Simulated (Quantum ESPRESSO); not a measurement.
Input of a Quantum ESPRESSO 7.5 run:

The input pw.in:

```
&CONTROL
  calculation = 'scf'
  prefix = 'pwscf'
  outdir = './tmp'
  pseudo_dir = './pseudo'
  tprnfor = .true.
  tstress = .true.
  disk_io = 'nowf'
/
&SYSTEM
  ibrav = 0
  nat = 2
  ntyp = 2
  ecutwfc = 45
  ecutrho = 360
  nbnd = 18
  occupations = 'smearing'
  smearing = 'fd'
  degauss = 0.00367493
/
&ELECTRONS
  conv_thr = 4d-10
  electron_maxstep = 120
  mixing_beta = 0.3
/
ATOMIC_SPECIES
Zr    91.2240 zr_pbesol_v1.uspp.F.UPF
S     32.0600 s_pbesol_v1.4.uspp.F.UPF
CELL_PARAMETERS bohr
   0.0000000000    4.9605310771    4.9605310771
   4.9605310771    0.0000000000    4.9605310771
   4.9605310771    4.9605310771    0.0000000000
ATOMIC_POSITIONS bohr
Zr     0.0000000000    0.0000000000    0.0000000000
S      4.9605310771    4.9605310771    4.9605310771
K_POINTS automatic
9 9 9 0 0 0
HUBBARD {ortho-atomic}
U Zr-4d 6.0
```

Potentials or basis: GBRV 1.5 PBEsol.

Command:

```sh
$ OMP_NUM_THREADS=1 mpirun -n 2 pw.x -nk 2 -in pw.in > pw.out
```

**Question.** Estimate the pressure.

**Answer.** 0.6 GPa.

**Question.** What does it give for the band gap on the k mesh?

**Answer.** None (metal or under the smearing width).

Eigenvalues of the final occupation matrices:
| site | spin | trace | eigenvalues |
| --- | --- | --- | --- |
| Zr 1 4d | each | 1.50 | 0.21 0.21 0.36 0.36 0.36 |

Caveat: U without spin polarisation on a metal has little footing.
